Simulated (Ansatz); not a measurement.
**Relativity in LiCl**

```
Li Cl
1.0
     0.00000    2.56476    2.56476
     2.56476    0.00000    2.56476
     2.56476    2.56476    0.00000
Li Cl
1 1
Direct
  0.00000 0.00000 0.00000
  0.50000 0.50000 0.50000
```

Atoms are numbered in the order listed.

The cell is COD entry 1011314, as deposited and not checked against the literature; nothing was relaxed. It is an old determination, and later ones may differ.

One fixed cell is solved with PBE by full-potential LAPW in Ansatz 0.2.0 under different relativistic treatments. Pressure is positive in compression.

Sampling and basis: a Γ-centred 9×9×9 k mesh, Fermi–Dirac smearing of 0.03 eV, basis error target 0.25 meV/atom, no spin polarisation.

| setting | P (GPa) | gap over the k mesh and a high-symmetry path (eV) | lowest level at Γ above −25 eV, from the valence-band top or, without a gap, the Fermi level (eV) |
| --- | --- | --- | --- |
| scalar-relativistic | 0.40 | 6.32 | ? |
| non-relativistic | 0.42 | ? | -13.25 |

(1) Give the missing entry: row "scalar-relativistic", column "lowest level at Γ above −25 eV, from the valence-band top or, without a gap, the Fermi level (eV)".

(2) Fill in "gap over the k mesh and a high-symmetry path (eV)" for the row "non-relativistic".

Results:

(1) -13.40.

(2) 6.41.
